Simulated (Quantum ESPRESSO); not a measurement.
# PbF2 (Fluorocronite) under changes of volume

One of the cells (17.354 Å³/atom); the others are scaled copies at fixed shape and fractional positions:

```xyz
3
Lattice="0.0000 2.9637 2.9637 2.9637 0.0000 2.9637 2.9637 2.9637 0.0000" Properties=species:S:1:pos:R:3 pbc="T T T"
Pb    0.0000    0.0000    0.0000
F     4.4455    4.4455    4.4455
F     1.4818    1.4818    1.4818
```

| Property | Result |
| --- | --- |
| Program | Quantum ESPRESSO 7.5 |
| Functional | LDA |
| Potentials or basis | GBRV 1.5 LDA |
| Cutoff | 612 eV |
| Density cutoff | 4898 eV |
| k mesh | 8 × 8 × 8 |
| Occupations | fermi-dirac, width 0.05 eV |
| Spin | no spin polarisation |

| volume (Å³/atom) | energy over the lowest point (meV/atom) | pressure (GPa) | gap on the mesh (eV) |
| --- | --- | --- | --- |
| 16.313 | 0.00 | -0.1 | 4.24 |
| 16.660 | 1.84 | -1.8 | 4.24 |
| 17.007 | 7.35 | -3.4 | 4.25 |
| 17.354 | 16.05 | -4.8 | 4.25 |
| 17.701 | 27.54 | -6.0 | 4.25 |
| 18.048 | 41.49 | -7.1 | 4.24 |
| 18.395 | ? | ? | ? |

Problem. What does the run at 18.395 Å³/atom give?

Solution. Energy over the lowest point 57.66 meV/atom; pressure -8.0 GPa; gap on the mesh 4.23 eV.

Worked out: A Birch-Murnaghan fit of order 3 (a polynomial in V^(-2/3)) to the other rows has its minimum at 16.33 Å³/atom with B0 = V·E''(V) = 90 GPa and B' = 5.2. It gives 57.56 meV/atom at 18.395 Å³/atom, against the run's 57.66, and -dE/dV = -7.9 GPa, against -8.0. A parabola through the other rows of the gap, of slope -0.492 eV per unit of ln V there, extrapolates to 4.23 eV, against the run's 4.23.

Energies are extrapolated to zero smearing.

Caveats: spin-orbit coupling is left out, which as a rule narrows the gap of such compounds by several tenths of an eV.

A mesh can miss the band edges.
